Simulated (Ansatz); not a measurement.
# Compressing WSe$_{2}$: a fit and a missing row

WSe$_{2}$, P6_3/mmc, a = 3.231 Å, c = 12.417 Å. Ansatz: PBEsol+D3(BJ), PAW, 420 eV, Γ-centred 12×12×4 mesh on 6 atoms, Gaussian smearing 0.02 eV; no spin polarisation. Shape and atoms are relaxed at each volume; pressure is positive in compression.

```
V (Å³/atom) P (GPa)
     16.463        ?
     17.025     9.41
     17.586     5.46
     18.147     2.33
     18.708    -0.03
     19.270    -1.81
     19.831    -2.99
     20.579    -3.81
```

Q: Take V0 = 18.708 Å³/atom, count pressures from its P0 = -0.03 GPa, fit the third-order Birch–Murnaghan form to the other rows, and predict the missing pressure.

A: With the Eulerian strain f = ½[(V0/V)^(2/3) − 1] and y = (P − P0)/[3f(1 + 2f)^(5/2)], the form is the line y = B0 + 1.5 B0 (B0′ − 4) f. Rows (f, y): 0.03243, 82.9; 0.02105, 78.4; 0.01025, 73.0; -0.00977, 63.8; -0.01906, 57.0; -0.03078, 48.0. Means f = 0.0006867, y = 67.183; Σ(Δf)² = 0.003003, ΣΔfΔy = 1.623; the slope is their ratio. y = 66.81 + 540.4 f GPa, so B0 = 66.8 GPa and B0′ = 4 + 2 × (540.4)/(3 × 66.81) = 9.39. At V = 16.463, f = 0.04448, y = 90.85 and P = 14.97 GPa. The run gave 14.30 GPa, so the fit is 0.67 GPa too high, 3.7 % of the span of the series, against an rms of 0.10 GPa on the fitted rows. The row lies outside the fitted range. The points of y bend away from a line: a fourth-order term fitted to them gives P = 14.14 GPa at this row's volume (the line 14.97, the run 14.30). A B0′ outside 2 to 8 is unusual except in layered or molecular crystals, and here it hangs on few rows.

Spin–orbit coupling is left out, which can shift energies with elements as heavy as these.

Cost: 8 runs of about 8.4 core-minutes in all, on Intel Xeon 6975P-C (Granite Rapids) (shared hosts).